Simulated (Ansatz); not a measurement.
## NaI in Ansatz: the effect of functional

The system is NaI.

```
CELL_PARAMETERS angstrom
0.00000 3.27899 3.27899
3.27899 0.00000 3.27899
3.27899 3.27899 0.00000
ATOMIC_POSITIONS crystal
I 0.50000 0.50000 0.50000
Na 0.00000 0.00000 0.00000
```

The cell isn't the ideal one: volume scaled by 1.04.

Alike in all runs:

* Program: Ansatz 0.2.0
* Task: single point
* Potentials or basis: Ansatz PAW
* k mesh: 7 × 7 × 7
* Occupations: fermi-dirac, width 0.05 eV
* Spin: no spin polarisation

```csv
functional,cutoff,gap on the mesh (eV),pressure (GPa)
LDA,420 eV (not typed: the program's choice for these potentials),3.24,-2.1
PBEsol,420 eV (not typed: the program's choice for these potentials),3.42,-1.0
r2SCAN,500 eV (not typed: the program's choice for these potentials),?,?
```

**Question.** What does the run with functional r2SCAN give?

**Answer.** gap on the mesh 4.31 eV; pressure -0.7 GPa.

Caveats: odd divisions of the mesh miss points on the zone boundary, where band edges often lie, so the gap on the mesh can be too wide; spin-orbit coupling is left out, which moves the levels of the heavy elements; the PAW data sets come from PBE, with cores solved anew for the run's functional, which leaves a small shift of forces and pressure.

